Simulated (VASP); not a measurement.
# NaI (P4/mmm) in VASP: notebook, part 3 of 3

VASP 6.6.1.

### 7 Single point, HSE(alpha, omega)

File POSCAR:

```
NaI
1.0
    4.3457600000      0.0000000000      0.0000000000
    0.0000000000      4.3457600000      0.0000000000
    0.0000000000      0.0000000000      4.5228200000
Na I
1 1
Direct
    0.0000000000      0.0000000000      0.0000000000
    0.5000000000      0.5000000000      0.0000000000
```

File INCAR.step1:

```
ALGO = Normal
EDIFF = 1E-5
ENCUT = 520
GGA = PE
ISIF = 2
ISMEAR = -1
LASPH = True
LREAL = False
LWAVE = True
NBANDS = 14
NELM = 80
PREC = Accurate
SIGMA = 0.05
```

File INCAR.step2:

```
AEXX = 0.25
ALGO = Normal
EDIFF = 1E-6
ENCUT = 520
GGA = PE
HFSCREEN = 0.6
ISIF = 2
ISMEAR = -1
ISTART = 1
LASPH = True
LCHARG = False
LHFCALC = True
LREAL = False
LWAVE = False
NBANDS = 14
NELM = 80
PREC = Accurate
PRECFOCK = Fast
SIGMA = 0.05
```

File KPOINTS:

```
k-points
0
Gamma
  3 3 3
```

Potentials or basis: VASP PAW PBE potentials, release 64 (Na_pv, I).

Started as:

```bash
$ cat potpaw_PBE.64/Na_pv/POTCAR potpaw_PBE.64/I/POTCAR > POTCAR
$ cp INCAR.step1 INCAR
$ mpirun -np 1 vasp_std > vasp.out
$ cp INCAR.step2 INCAR
$ mpirun -np 1 vasp_std > vasp.out
```

OUTCAR:

```text
AEXX = 0.25
   EDIFF = 1E-6
   ENCUT = 520
   GGA = PE
   HFSCREEN = 0.6
   ISIF = 2
   ISMEAR = -1
   ISTART = 1
   LASPH = True
   LHFCALC = True
   LREAL = False
   NELM = 80
   PREC = Accurate
   PRECFOCK = Fast

 ion  position               nearest neighbor table
   1  0.000  0.000  0.000-   2 3.07   2 3.07   2 3.07   2 3.07
   2  0.500  0.500  0.000-   1 3.07   1 3.07   1 3.07   1 3.07

  LATTYP: Found a simple tetragonal cell.
 ALAT       =     4.3457600000
 C/A-ratio  =     1.0407431612

  Lattice vectors:

 A1 = (   4.3457600000,   0.0000000000,   0.0000000000)
 A2 = (   0.0000000000,   4.3457600000,   0.0000000000)
 A3 = (   0.0000000000,   0.0000000000,   4.5228200000)

Analysis of symmetry for initial positions (statically):
=====================================================================
 Subroutine PRICEL returns:
 Original cell was already a primitive cell.

 Routine SETGRP: Setting up the symmetry group for a
 simple tetragonal supercell.

 Subroutine GETGRP returns: Found 16 space group operations
 (whereof 16 operations were pure point group operations)
 out of a pool of 16 trial point group operations.

The static configuration has the point symmetry D_4h.

Analysis of symmetry for dynamics (positions and initial velocities):
=====================================================================
 Subroutine PRICEL returns:
 Original cell was already a primitive cell.

 Routine SETGRP: Setting up the symmetry group for a
 simple tetragonal supercell.

 Subroutine GETGRP returns: Found 16 space group operations
 (whereof 16 operations were pure point group operations)
 out of a pool of 16 trial point group operations.

The dynamic configuration has the point symmetry D_4h.

 Subroutine INISYM returns: Found 16 space group operations
 (whereof 16 operations are pure point group operations),
 and found     1 'primitive' translations

[... 111 lines left out ...]
   IVDW    =     0    specifies the selected vdW correction
   LEPSILON=     F    determine dielectric tensor
   LRPA    =     F    only Hartree local field effects (RPA)
 non-spin polarized calculation
  energy-cutoff  :      520.00
  volume of cell :       85.42
 maximum number of plane-waves:      2325
  NGX = 18; NGY = 18; NGZ = 18

 number of electron      13.9999992 magnetization

 Free energy of the ion-electron system (eV)
  ---------------------------------------------------
  ext. energy  EPLUGINS =         0.00000000
  ---------------------------------------------------
  free energy    TOTEN  =        -5.39765078 eV

  energy without entropy =       -5.39765078  energy(sigma->0) =       -5.39765078

 E-fermi :   0.7144     XC(G=0):  -5.9601

 val. band max:       -0.4601181870   @ k =   0.3333   0.3333   0.0000
 cond. band min:       2.8591145426   @ k =   0.0000   0.0000   0.0000
 fundamental gap:      3.3192327295
 Fermi energy:         0.7143715180

 k-point     1 :       0.0000    0.0000    0.0000
  band No.  band energies     occupation
      1     -25.5015      2.00000
      2     -25.4491      2.00000
      3     -25.4491      2.00000
      4     -12.1013      2.00000
      5      -0.9924      2.00000
      6      -0.9924      2.00000
      7      -0.7913      2.00000
      8       2.8591      0.00000
      9       5.8191      0.00000
     10       6.5045      0.00000
     11      10.0608      0.00000
     12      10.6863      0.00000
     13      11.0711      0.00000
     14      11.0711      0.00000
[... 71 lines left out ...]
      1     -25.5021      2.00000
      2     -25.4519      2.00000
      3     -25.4516      2.00000
      4     -11.7612      2.00000
      5      -2.0832      2.00000
      6      -1.9556      2.00000
      7      -1.2962      2.00000
      8       4.7878      0.00000
      9       5.9351      0.00000
     10       6.3180      0.00000
     11       8.7125      0.00000
     12       9.3292      0.00000
     13       9.8104      0.00000
     14      10.3195      0.00000

------------------------ aborting loop because EDIFF is reached ----------------------------------------

  FORCE on cell =-STRESS in cart. coord.  units (eV):
  Direction    XX          YY          ZZ          XY          YZ          ZX
  --------------------------------------------------------------------------------------
  -------------------------------------------------------------------------------------
  Total        0.4466922      0.4466922      0.5818869      0.0000000     -0.0000000      0.0000000
  in kB        8.3787295      8.3787295     10.9146146      0.0000000     -0.0000000      0.0000000
  external PRESSURE =       9.2240245 kB  Pullay stress =       0.0000000 kB

 VOLUME and BASIS-vectors are now :
 -----------------------------------------------------------------------------
  energy-cutoff  :      520.00
  volume of cell :       85.42
      direct lattice vectors                 reciprocal lattice vectors
     4.345760000  0.000000000  0.000000000     0.230109348  0.000000000  0.000000000
     0.000000000  4.345760000  0.000000000     0.000000000  0.230109348  0.000000000
     0.000000000  0.000000000  4.522820000     0.000000000  0.000000000  0.221100995

 POSITION                                       TOTAL-FORCE (eV/Angst)
 -----------------------------------------------------------------------------------
      0.00000      0.00000      0.00000         0.000000      0.000000      0.000000
      2.17288      2.17288      0.00000         0.000000      0.000000      0.000000
 -----------------------------------------------------------------------------------
    total drift:                               -0.000012      0.000006     -0.000000

  FREE ENERGIE OF THE ION-ELECTRON SYSTEM (eV)
  ---------------------------------------------------
  free  energy   TOTEN  =        -5.3976507821 eV

  energy  without entropy=       -5.3976507821  energy(sigma->0) =       -5.39765078
```

OUTCAR.step1:

```text
EDIFF = 1E-5
   ENCUT = 520
   GGA = PE
   ISIF = 2
   ISMEAR = -1
[... 303 lines left out ...]
 -----------------------------------------------------------------------------------
      0.00000      0.00000      0.00000         0.000000      0.000000      0.000000
      2.17288      2.17288      0.00000         0.000000      0.000000      0.000000
 -----------------------------------------------------------------------------------
    total drift:                                0.000000     -0.000000     -0.000000

  FREE ENERGIE OF THE ION-ELECTRON SYSTEM (eV)
  ---------------------------------------------------
  free  energy   TOTEN  =        -5.0438841272 eV

  energy  without entropy=       -5.0438841271  energy(sigma->0) =       -5.04388413
```

OSZICAR.step1:

```text
N       E                     dE             d eps       ncg     rms          rms(c)
DAV:   1     0.809722923461E+02    0.80972E+02   -0.63185E+03   168   0.853E+02
DAV:   2     0.209015059675E+01   -0.78882E+02   -0.71372E+02   180   0.194E+02
DAV:   3    -0.502573817021E+01   -0.71159E+01   -0.70770E+01   216   0.609E+01
DAV:   4    -0.521072820827E+01   -0.18499E+00   -0.18495E+00   218   0.106E+01
DAV:   5    -0.521510037086E+01   -0.43722E-02   -0.43720E-02   216   0.165E+00    0.175E+00
DAV:   6    -0.506481713844E+01    0.15028E+00   -0.14435E-01   198   0.193E+00    0.118E+00
DAV:   7    -0.503164920341E+01    0.33168E-01   -0.13898E-01   198   0.173E+00    0.734E-01
DAV:   8    -0.504337238465E+01   -0.11723E-01   -0.14930E-02   192   0.789E-01    0.242E-01
DAV:   9    -0.504314240269E+01    0.22998E-03   -0.32476E-04   216   0.163E-01    0.110E-01
DAV:  10    -0.504385326272E+01   -0.71086E-03   -0.86118E-04   204   0.182E-01    0.243E-02
DAV:  11    -0.504387752327E+01   -0.24261E-04   -0.44425E-05   204   0.548E-02    0.111E-02
DAV:  12    -0.504388412716E+01   -0.66039E-05   -0.68301E-06   204   0.172E-02
   1 F= -.50438841E+01 E0= -.50438841E+01  d E =-.339329E-10
```

Run time: 31 s. Hardware: 1 thread of Intel Xeon Platinum 8488C (Sapphire Rapids), shared host; peak memory 0.28 GiB.

Results:

| Quantity | Value |
| --- | --- |
| Free energy | -5.3977 eV |
| Pressure | 0.9 GPa |
| Band gap on the k mesh | 3.32 eV, indirect (least direct gap 3.65 eV) |

Levels at points of the mesh, in eV from the valence-band top:
```tsv
k point	band 5	band 6	band 7	band 8	band 9	band 10
(0.00, 0.00, 0.00)	-0.53	-0.53	-0.33	3.32	6.28	6.96
```

Caveat: the k mesh is coarse (spacing up to 0.48 Å⁻¹), so the values aren't converged, least of all with exact exchange; the PAW data sets were made with another functional, which shifts forces and pressure a little; spin-orbit coupling is left out, which moves the levels of the heavy elements; an odd mesh through Γ misses points on the zone boundary, where band edges often lie.

### 8 Overview

```tsv
screening parameter	gap on the mesh (eV)	pressure (GPa)
0.1	4.28	0.7
0.15	4.10	0.8
0.2	3.95	0.8
0.3	3.72	0.9
0.4	3.55	0.9
0.6	3.32	0.9
```

Alike in all rows: task single point; level HSE(alpha, omega); potentials or basis VASP PAW PBE potentials, release 64 (Na_pv, I); no spin polarisation; cell as given; k mesh 3 × 3 × 3; cutoff (eV) 520; smearing fermi-dirac 0.05 eV; the mesh is coarse, so values aren't converged.

Caveats: all runs use coarse meshes; the PAW data sets were made with another functional, which shifts forces and pressure a little; spin-orbit coupling is left out, which moves the levels of the heavy elements; an odd mesh through Γ misses points on the zone boundary, where band edges often lie.

Absolute energies hang on the potentials; compare differences alone.
